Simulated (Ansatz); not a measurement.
# WC: the cost of one run

Computed with Ansatz 0.2.0 (DFT PBEsol, scalar-relativistic, plane waves, PAW, unless a step's input says otherwise).

2 further runs of the same task are left out: 2 set aside as unsound or not needed.

## Step 1: The structure to begin with

Symmetry: P-6m2, No. 187, hexagonal system. Conventional cell: a = 2.898 Å, b = 2.898 Å, c = 2.828 Å, α = 90.00°, β = 90.00°, γ = 120.00°. W (site symmetry -6m2) is surrounded by 6 C at 2.19 Å. C (site symmetry -6m2) has 6 W at 2.19 Å in its first shell of neighbours.

As a file:

```cif
data_structure
_symmetry_space_group_name_H-M 'P-6m2'
_symmetry_Int_Tables_number 187
_cell_length_a 2.8984
_cell_length_b 2.8984
_cell_length_c 2.8276
_cell_angle_alpha 90.000
_cell_angle_beta 90.000
_cell_angle_gamma 120.000
_cell_volume 20.57
loop_
_atom_site_label
_atom_site_type_symbol
_atom_site_symmetry_multiplicity
_atom_site_Wyckoff_symbol
_atom_site_fract_x
_atom_site_fract_y
_atom_site_fract_z
_atom_site_occupancy
W1 W 1 a 0.00000 0.00000 0.00000 1
C1 C 1 f 0.66667 0.33333 0.50000 1
```

This cell was relaxed beforehand with the same method: volume 10.29 Å³/atom, gap on the mesh none (metal).

## Step 2: Bulk reference on the slab's mesh

input.yaml

```yaml
crystal:
  lattice:
    - [2.8276119072, 0.0, 0.0]
    - [0.0, 5.0201997305, 0.0]
    - [0.0, 2.5100998652, 1.4492068329]
  atoms:
    - { symbol: W, position: [0.0, 0.0, 0.0] }
    - { symbol: C, position: [0.5, 0.3333333333, 0.0] }
basis:
  ecutwfc: 420
kpoints:
  mp_grid: { grid: [12, 7, 23] }
hamiltonian:
  xc: pbesol
scf:
  occupations: { method: gaussian, width: 0.1 }
output:
  forces: true
  stress: true
  eigenvalues: true
```

Started as:

```
$ ansatz run input.yaml --threads 2 --pin off --max-ram 5120MiB --backend cpu --events-out ev --progress --plain --runs-dir out
```

What time and memory should one allow on 2 threads of Arm Neoverse V1, shared host?

About 8.4 s, with a peak of 0.47 GiB.
